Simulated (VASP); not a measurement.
# InAs (F-43m) in VASP: band structure with PBE

Aim: the band structure of InAs with PBE.

All numbers are computed with VASP 6.6.1; they aren't measurements. Logs are shortened: lines on timing, memory, paths and dates and some standing lists are left out, and cuts for length are marked.

**Experimental background.**

A printed reference work, data compilation reports, for a bulk crystal of InAs at 4.2 K: band gap 0.418 eV (direct).

The results are compared with them further down.

## 1. Starting point

Symmetry: F-43m, No. 216, cubic system. Conventional cell: a = 6.186 Å, b = 6.186 Å, c = 6.186 Å, α = 90.00°, β = 90.00°, γ = 90.00°. In (site symmetry -43m) has 4 As at 2.68 Å as nearest neighbours. As (site symmetry -43m) is surrounded by 4 In at 2.68 Å.

## 2. Band structure, PBE

File INCAR:

```
  ALGO = Fast
  EDIFF = 1E-6
  ENCUT = 520
  GGA = PE
  ISIF = 2
  ISMEAR = 0
  LASPH = True
  LCHARG = False
  LREAL = False
  LWAVE = False
  NBANDS = 16
  NELM = 100
  PREC = Accurate
  SIGMA = 0.1
```

File KPOINTS:

```
k-points
0
Gamma
  12 12 12
```

File POSCAR:

```
InAs
1.0
    0.0000000000      3.0931630000      3.0931630000
    3.0931630000      0.0000000000      3.0931630000
    3.0931630000      3.0931630000      0.0000000000
In As
1 1
Direct
    0.0000000000      0.0000000000      0.0000000000
    0.2500000000      0.2500000000      0.2500000000
```

File KPOINTS_OPT:

```
path GXWKGLUWLK,UX
20
line-mode
reciprocal
 0.0000000000  0.0000000000  0.0000000000  G
 0.5000000000  0.0000000000  0.5000000000  X

 0.5000000000  0.0000000000  0.5000000000  X
 0.5000000000  0.2500000000  0.7500000000  W

 0.5000000000  0.2500000000  0.7500000000  W
 0.3750000000  0.3750000000  0.7500000000  K

 0.3750000000  0.3750000000  0.7500000000  K
 0.0000000000  0.0000000000  0.0000000000  G

 0.0000000000  0.0000000000  0.0000000000  G
 0.5000000000  0.5000000000  0.5000000000  L

 0.5000000000  0.5000000000  0.5000000000  L
 0.6250000000  0.2500000000  0.6250000000  U

 0.6250000000  0.2500000000  0.6250000000  U
 0.5000000000  0.2500000000  0.7500000000  W

 0.5000000000  0.2500000000  0.7500000000  W
 0.5000000000  0.5000000000  0.5000000000  L

 0.5000000000  0.5000000000  0.5000000000  L
 0.3750000000  0.3750000000  0.7500000000  K

 0.6250000000  0.2500000000  0.6250000000  U
 0.5000000000  0.0000000000  0.5000000000  X
```

Potentials or basis: VASP PAW PBE potentials, release 64 (In_d, As).

Launch:

```sh
> cat potpaw_PBE.64/In_d/POTCAR potpaw_PBE.64/As/POTCAR > POTCAR
> mpirun -np 1 vasp_std > vasp.out
```

OUTCAR:

```text
EDIFF = 1E-6
   ENCUT = 520
   GGA = PE
   ISIF = 2
   ISMEAR = 0
   LASPH = True
   LREAL = False
   NELM = 100
   PREC = Accurate

 ion  position               nearest neighbor table
   1  0.000  0.000  0.000-   2 2.68   2 2.68   2 2.68   2 2.68
   2  0.250  0.250  0.250-   1 2.68   1 2.68   1 2.68   1 2.68

  LATTYP: Found a face centered cubic cell.
 ALAT       =     6.1863260000

  Lattice vectors:

 A1 = (   0.0000000000,   3.0931630000,   3.0931630000)
 A2 = (   3.0931630000,   0.0000000000,   3.0931630000)
 A3 = (   3.0931630000,   3.0931630000,   0.0000000000)

Analysis of symmetry for initial positions (statically):
=====================================================================
 Subroutine PRICEL returns:
 Original cell was already a primitive cell.

 Routine SETGRP: Setting up the symmetry group for a
 face centered cubic supercell.

 Subroutine GETGRP returns: Found 24 space group operations
 (whereof 24 operations were pure point group operations)
 out of a pool of 48 trial point group operations.

The static configuration has the point symmetry T_d .

Analysis of symmetry for dynamics (positions and initial velocities):
=====================================================================
 Subroutine PRICEL returns:
 Original cell was already a primitive cell.

 Routine SETGRP: Setting up the symmetry group for a
 face centered cubic supercell.

 Subroutine GETGRP returns: Found 24 space group operations
 (whereof 24 operations were pure point group operations)
 out of a pool of 48 trial point group operations.

The dynamic configuration has the point symmetry T_d .

 Subroutine INISYM returns: Found 24 space group operations
 (whereof 24 operations are pure point group operations),
 and found     1 'primitive' translations

----------------------------------------------------------------------------------------

                                     Primitive cell

  volume of cell :      59.1886

  direct lattice vectors                    reciprocal lattice vectors
     0.000000000  3.093163000  3.093163000    -0.161646832  0.161646832  0.161646832
     3.093163000  0.000000000  3.093163000     0.161646832 -0.161646832  0.161646832
     3.093163000  3.093163000  0.000000000     0.161646832  0.161646832 -0.161646832

  length of vectors
     4.374393065  4.374393065  4.374393065     0.279980526  0.279980526  0.279980526

  position of ions in fractional coordinates (direct lattice)
     0.000000000  0.000000000  0.000000000
     0.250000000  0.250000000  0.250000000

  ion indices of the primitive-cell ions
   primitive index   ion index
                 1           1
                 2           2

----------------------------------------------------------------------------------------

 KPOINTS: k-points

Automatic generation of k-mesh.
 Grid dimensions read from file:
 generate k-points for:   12   12   12

 Generating k-lattice:

  Cartesian coordinates                     Fractional coordinates (reciprocal lattice)
    -0.013470569  0.013470569  0.013470569     0.083333333  0.000000000  0.000000000
     0.013470569 -0.013470569  0.013470569     0.000000000  0.083333333  0.000000000
     0.013470569  0.013470569 -0.013470569     0.000000000  0.000000000  0.083333333

  Length of vectors
     0.023331711  0.023331711  0.023331711

  Shift w.r.t. Gamma in fractional coordinates (k-lattice)
     0.000000000  0.000000000  0.000000000

 Subroutine IBZKPT returns following result:
 ===========================================

 Found     72 irreducible k-points:

 Following reciprocal coordinates:
            Coordinates               Weight
  0.000000  0.000000  0.000000      1.000000
  0.083333  0.000000  0.000000      8.000000
  0.166667  0.000000  0.000000      8.000000
  0.250000  0.000000  0.000000      8.000000
  0.333333  0.000000  0.000000      8.000000
  0.416667  0.000000  0.000000      8.000000
[... 16 lines left out ...]
  0.500000  0.166667  0.000000     24.000000
 -0.416667  0.166667  0.000000     24.000000
 [... further k-points ...]
   k-points           NKPTS =     72   k-points in BZ     NKDIM =     72   number of bands    NBANDS=     16
   number of dos      NEDOS =    301   number of ions     NIONS =      2
   total plane-waves  NPLWV =  46656
   dimension x,y,z NGX =    36 NGY =   36 NGZ =   36
   dimension x,y,z NGXF=    72 NGYF=   72 NGZF=   72
   ions per type =               1   1
   NGX,Y,Z   is equivalent  to a cutoff of  13.68, 13.68, 13.68 a.u.
   NGXF,Y,Z  is equivalent  to a cutoff of  27.36, 27.36, 27.36 a.u.
 SYSTEM =  unknown system
   PREC   = accura    normal or accurate (medium, high low for compatibility)
   ISTART =      0    job   : 0-new  1-cont  2-samecut
   ICHARG =      2    charge: 1-file 2-atom 10-const
   ISPIN  =      1    spin polarized calculation?
   LNONCOLLINEAR =      F non collinear calculations
   LSORBIT =      F    spin-orbit coupling
   LASPH  =      T    aspherical Exc in radial PAW
   ENCUT  =  520.0 eV  38.22 Ry    6.18 a.u.   8.13  8.13  8.13*2*pi/ulx,y,z
   NELM   =    100;   NELMIN=  2; NELMDL= -5     # of ELM steps
   EDIFF  = 0.1E-05   stopping-criterion for ELM
   LREAL  =      F    real-space projection
   EDIFFG = 0.1E-04   stopping-criterion for IOM
   NSW    =      0    number of steps for IOM
   IBRION =     -1    ionic relax: 0-MD 1-quasi-New 2-CG
   NFREE  =      0    steps in history (QN), initial steepest desc. (CG)
   ISIF   =      2    stress and relaxation
   ISYM   =      2    0-nonsym 1-usesym 2-fastsym
   POTIM  = 0.5000    time-step for ionic-motion
   TEBEG  =    0.0;   TEEND  =   0.0 temperature during run
   PSTRESS=    0.0 pullay stress
   NELECT =      18.0000    total number of electrons
   NUPDOWN=      -1.0000    fix difference up-down
   EMIN   =  10.00;   EMAX   =-10.00  energy-range for DOS
   EFERMI =   0.00;   METHOD = LEGACY
   ISMEAR =     0;   SIGMA  =   0.10  broadening in eV -4-tet -1-fermi 0-gaus
   EFERMI_NEDOS =   21; number of points for ismear=-14 and -15
   IALGO  =     68    algorithm
   IMIX   =      4    mixing-type and parameters
     AMIX     =   0.40;   BMIX     =  1.00
     AMIX_MAG =   1.60;   BMIX_MAG =  1.00
  volume/ion in A,a.u.               =      29.59       199.71
  Fermi-wavevector in a.u.,A,eV,Ry     =   1.100913  2.080423 16.490379  1.212009
  Thomas-Fermi vector in A             =   2.237331
   LORBIT       =      0    0 simple, 1 ext, 2 COOP (PROOUT), +10 PAW based schemes
   GGA     = PE    functional components
   LHFCALC =     F    Hartree Fock is set to
   AEXX    =    0.0000 exact exchange contribution
   IVDW    =     0    specifies the selected vdW correction
   LEPSILON=     F    determine dielectric tensor
   LRPA    =     F    only Hartree local field effects (RPA)
 non-spin polarized calculation
 RMM-DIIS sequential band-by-band and
 Gauss-broadening in eV      SIGMA  =   0.10
  energy-cutoff  :      520.00
  volume of cell :       59.19
 maximum number of plane-waves:      1639
 NGX is ok and might be reduce to    36
   NGX = 17   NGY = 17   NGZ = 17

 number of electron      17.9999997 magnetization

 Free energy of the ion-electron system (eV)
  ---------------------------------------------------
  ext. energy  EPLUGINS =         0.00000000
  ---------------------------------------------------
  free energy    TOTEN  =        -7.71973479 eV

  energy without entropy =       -7.71957631  energy(sigma->0) =       -7.71965555

 E-fermi :   3.9063     XC(G=0):  -8.7966

 val. band max:        3.8411115887   @ k =   0.0000   0.0000   0.0000
 cond. band min:       4.4663347255   @ k =   0.0833   0.0000   0.0000
 fundamental gap:      0.6252231368
 Fermi energy:         3.9062690637

 k-point     1 :       0.0000    0.0000    0.0000
  band No.  band energies     occupation
      1     -10.4255      2.00000
      2     -10.4255      2.00000
      3     -10.4255      2.00000
      4     -10.3256      2.00000
      5     -10.3256      2.00000
      6      -7.6009      2.00000
[... 8 lines left out ...]
     15      13.3467      0.00000
     16      13.3467      0.00000

 k-point     2 :       0.0833    0.0000    0.0000
  band No.  band energies     occupation
      1     -10.4322      2.00000
      2     -10.4233      2.00000
      3     -10.4233      2.00000
      4     -10.3256      2.00000
      5     -10.3256      2.00000
      6      -7.5370      2.00000
[... 8 lines left out ...]
     15      12.8267      0.00000
     16      12.8267      0.00000

 k-point     3 :       0.1667    0.0000    0.0000
  band No.  band energies     occupation
      1     -10.4501      2.00000
      2     -10.4178      2.00000
      3     -10.4178      2.00000
      4     -10.3255      2.00000
      5     -10.3255      2.00000
      6      -7.3526      2.00000
[... 8 lines left out ...]
     15      12.3506      0.00000
     16      12.3506      0.00000

 k-point     4 :       0.2500    0.0000    0.0000
  band No.  band energies     occupation
      1     -10.4737      2.00000
      2     -10.4110      2.00000
      3     -10.4110      2.00000
      4     -10.3245      2.00000
      5     -10.3245      2.00000
      6      -7.0714      2.00000
[... 8 lines left out ...]
     15      12.3057      0.00000
     16      12.3057      0.00000

 k-point     5 :       0.3333    0.0000    0.0000
  band No.  band energies     occupation
      1     -10.4964      2.00000
      2     -10.4052      2.00000
      3     -10.4052      2.00000
      4     -10.3225      2.00000
      5     -10.3225      2.00000
      6      -6.7419      2.00000
[... 8 lines left out ...]
     15      12.7742      0.00000
     16      12.7742      0.00000

 k-point     6 :       0.4167    0.0000    0.0000
  band No.  band energies     occupation
      1     -10.5124      2.00000
      2     -10.4017      2.00000
      3     -10.4017      2.00000
      4     -10.3202      2.00000
      5     -10.3202      2.00000
      6      -6.4536      2.00000
[... 8 lines left out ...]
     15      13.6346      0.00000
     16      13.6346      0.00000
[... 267 lines left out ...]
 k-point    21 :       0.3333    0.1667    0.0000
  band No.  band energies     occupation
      1     -10.5031      2.00000
      2     -10.3988      2.00000
      3     -10.3958      2.00000
      4     -10.3344      2.00000
      5     -10.3173      2.00000
      6      -6.7722      2.00000
[... 8 lines left out ...]
     15      13.7031      0.00000
     16      13.7908      0.00000

 k-point    22 :       0.4167    0.1667    0.0000
  band No.  band energies     occupation
      1     -10.5179      2.00000
      2     -10.3961      2.00000
      3     -10.3915      2.00000
      4     -10.3323      2.00000
      5     -10.3164      2.00000
      6      -6.4647      2.00000
[... 8 lines left out ...]
     15      13.7210      0.00000
     16      14.3815      0.00000

 k-point    23 :       0.5000    0.1667    0.0000
  band No.  band energies     occupation
      1     -10.5260      2.00000
      2     -10.3952      2.00000
      3     -10.3900      2.00000
      4     -10.3285      2.00000
      5     -10.3174      2.00000
      6      -6.2377      2.00000
[... 8 lines left out ...]
     15      13.9793      0.00000
     16      14.4446      0.00000

 k-point    24 :      -0.4167    0.1667    0.0000
  band No.  band energies     occupation
      1     -10.5258      2.00000
      2     -10.3956      2.00000
      3     -10.3912      2.00000
      4     -10.3247      2.00000
      5     -10.3205      2.00000
      6      -6.2029      2.00000
[... 8 lines left out ...]
     15      13.3390      0.00000
     16      13.7599      0.00000

 [... further k-points ...]

------------------------ aborting loop because EDIFF is reached ----------------------------------------

  FORCE on cell =-STRESS in cart. coord.  units (eV):
  Direction    XX          YY          ZZ          XY          YZ          ZX
  --------------------------------------------------------------------------------------
  -------------------------------------------------------------------------------------
  Total        0.0238364      0.0238364      0.0238364      0.0000000      0.0000000      0.0000000
  in kB        0.6452279      0.6452279      0.6452279      0.0000000      0.0000000      0.0000000
  external PRESSURE =       0.6452279 kB  Pullay stress =       0.0000000 kB

 VOLUME and BASIS-vectors are now :
 -----------------------------------------------------------------------------
  energy-cutoff  :      520.00
  volume of cell :       59.19
      direct lattice vectors                 reciprocal lattice vectors
     0.000000000  3.093163000  3.093163000    -0.161646832  0.161646832  0.161646832
     3.093163000  0.000000000  3.093163000     0.161646832 -0.161646832  0.161646832
     3.093163000  3.093163000  0.000000000     0.161646832  0.161646832 -0.161646832

 POSITION                                       TOTAL-FORCE (eV/Angst)
 -----------------------------------------------------------------------------------
      0.00000      0.00000      0.00000         0.000000      0.000000      0.000000
      1.54658      1.54658      1.54658        -0.000000     -0.000000     -0.000000
 -----------------------------------------------------------------------------------
    total drift:                               -0.000000     -0.000000     -0.000000

  FREE ENERGIE OF THE ION-ELECTRON SYSTEM (eV)
  ---------------------------------------------------
  free  energy   TOTEN  =        -7.7197347950 eV

  energy  without entropy=       -7.7195763131  energy(sigma->0) =       -7.71965555
```

Wall time 2.7 min (1 thread of Intel Xeon Platinum 8488C (Sapphire Rapids), shared host); peak memory 0.29 GiB.

What came out:

```
Free energy             : -7.7197 eV
Pressure                : 0.1 GPa
Band gap along the path : none (metal or under the smearing width)
```

Levels at the corners of the path, in eV from the Fermi level:
```csv
point,band 5,band 6,band 7,band 8,band 9,band 10,band 11,band 12,band 13,band 14
Γ,-14.23,-11.51,-0.61,-0.07,-0.07,-0.07,3.81,3.81,3.81,7.21
X,-14.21,-9.77,-5.62,-2.17,-2.17,1.59,1.98,8.69,8.74,8.74
X,-14.21,-9.77,-5.62,-2.17,-2.17,1.59,1.98,8.69,8.74,8.74
W,-14.22,-9.73,-5.50,-2.74,-2.65,3.85,4.20,4.75,5.98,9.27
W,-14.22,-9.73,-5.50,-2.74,-2.65,3.85,4.20,4.75,5.98,9.27
K,-14.22,-9.79,-5.50,-3.02,-1.83,2.06,4.05,6.96,7.09,7.43
K,-14.22,-9.79,-5.50,-3.02,-1.83,2.06,4.05,6.96,7.09,7.43
Γ,-14.23,-11.51,-0.61,-0.07,-0.07,-0.07,3.81,3.81,3.81,7.21
Γ,-14.23,-11.51,-0.61,-0.07,-0.07,-0.07,3.81,3.81,3.81,7.21
L,-14.23,-10.24,-5.50,-0.96,-0.96,0.75,4.57,4.57,6.69,8.63
L,-14.23,-10.24,-5.50,-0.96,-0.96,0.75,4.57,4.57,6.69,8.63
U,-14.22,-9.79,-5.50,-3.02,-1.83,2.06,4.05,6.96,7.09,7.43
U,-14.22,-9.79,-5.50,-3.02,-1.83,2.06,4.05,6.96,7.09,7.43
W,-14.22,-9.73,-5.50,-2.74,-2.65,3.85,4.20,4.75,5.98,9.27
W,-14.22,-9.73,-5.50,-2.74,-2.65,3.85,4.20,4.75,5.98,9.27
L,-14.23,-10.24,-5.50,-0.96,-0.96,0.75,4.57,4.57,6.69,8.63
L,-14.23,-10.24,-5.50,-0.96,-0.96,0.75,4.57,4.57,6.69,8.63
K,-14.22,-9.79,-5.50,-3.02,-1.83,2.06,4.05,6.96,7.09,7.43
U,-14.22,-9.79,-5.50,-3.02,-1.83,2.06,4.05,6.96,7.09,7.43
X,-14.21,-9.77,-5.62,-2.17,-2.17,1.59,1.98,8.69,8.74,8.74
```

Caveat: spin-orbit coupling is left out, which moves the levels of the heavy elements; this crystal is a semiconductor, whose small gap the functional closes, so the metal is an error of the method.

## 3. Against experiment

Step 2. Measured gap of InAs: 0.418 eV (direct; 4.2 K; a printed reference work, data compilation). This calculation gives 0.00 eV (-0.42 eV). Spin-orbit coupling on As, In is left out. The value is that of PBE, without temperature or zero-point motion. Semilocal functionals fall short of measured gaps as a rule.
